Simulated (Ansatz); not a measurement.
## Zone-centre phonons of BP at 50 GPa: input and output

Method: DFT PBE, scalar-relativistic, plane waves, PAW in Ansatz 0.2.0.

Launched with:
```bash
ansatz run input.yaml --threads 1 --pin off --max-ram 3072MiB --backend cpu --events-out ev --progress --plain --runs-dir out
```

Input (bare energies are in eV):
```yaml
crystal:
  lattice:
    - [0.0, 2.1212134774, 2.1212134774]
    - [2.1212134774, 0.0, 2.1212134774]
    - [2.1212134774, 2.1212134774, 0.0]
  atoms:
    - { symbol: B, position: [0.0, 0.0, 0.0] }
    - { symbol: P, position: [0.75, 0.75, 0.75] }
basis:
  ecutwfc: 420
kpoints:
  mp_grid: { grid: [12, 12, 12] }
hamiltonian:
  xc: pbe
scf:
  occupations: { method: fixed }
output:
  eigenvalues: true
phonons:
  method: dfpt
  dielectric: true
  rigid_motions: translations
  eigenvectors: true
```

Results section of the output:
```
--- Phonons (Γ-DFPT): 2 representative perturbations + reference, on 280 of 1728 k-points (Σ response iterations 6) ---
  k mesh reduced under 4 symmetry operations, with k and −k counted as one. Each operation leaves every solved perturbation unchanged. A smaller set is not considered because the run solves the response ...
  ASR residual: 2.144e-4 → 0.000e0 eV/Å²; symmetrization residual: 5.631e-7 eV/Å²
  ASR residual per site (eV/Å²): 1.82e-4 2.14e-4
  Γ frequencies (cm⁻¹): 0.00 0.00 0.00 981.34 981.34 981.34
  ε∞ (high-frequency dielectric tensor):
        9.173325     0.000000     0.000000
        0.000000     9.173325     0.000000
        0.000000     0.000000     9.173325
  ε⁰ (static dielectric tensor: ions relaxed, cell fixed):
        9.647352     0.000000     0.000000
        0.000000     9.647352     0.000000
        0.000000     0.000000     9.647352
  ε⁰ − ε∞ (ionic part):
        0.474027     0.000000     0.000000
        0.000000     0.474027    -0.000000
        0.000000    -0.000000     0.474027
  softest optical mode at Γ: 981.34 cm⁻¹; the repairs (sum rule, projections) moved no ω² at Γ by more than (2.16 cm⁻¹)²
  Born effective charges Z* (e; rows j = field, columns β = displacement):
    site 0:
        -1.19127   -0.00000    0.00000
         0.00000   -1.19127   -0.00000
        -0.00000   -0.00000   -1.19127
    site 1:
         1.19127    0.00000   -0.00000
        -0.00000    1.19127    0.00000
         0.00000    0.00000    1.19127
  Z* charge neutrality: 6.822e-5 e pre-enforcement
  solved inside a basis spanned on kpoints, on 12×12×12 k-points, its susceptibility summed on 16×16×16: ε∞ is read to err by 2.6e-2, Z* by 5.5e-3 e (field_mesh: kpoints solves on kpoints); Z* is corrected for ...
  optical modes at Γ without the LO–TO term, one row a degenerate level:
      ω (cm⁻¹) modes IR ((D/Å)²/amu)
        981.34      3            12.2572
  optical modes at Γ + LO–TO along q̂ = [1.0000, 0.0000, 0.0000]:
      ω (cm⁻¹) modes IR ((D/Å)²/amu)
        981.34      2             8.1714
       1006.38      1             4.0857
  optical modes at Γ + LO–TO along q̂ = [0.0000, 1.0000, 0.0000]:
      ω (cm⁻¹) modes IR ((D/Å)²/amu)
        981.34      2             8.1714
       1006.38      1             4.0857
  optical modes at Γ + LO–TO along q̂ = [0.0000, 0.0000, 1.0000]:
      ω (cm⁻¹) modes IR ((D/Å)²/amu)
        981.34      2             8.1714
       1006.38      1             4.0857
```

Time: 41 s on 1 thread of Arm Neoverse V1, on a shared host, peak memory 0.51 GiB.

Other phases may be more stable at this pressure. The bands were filled as in an insulator; under compression the gap may have closed between mesh points.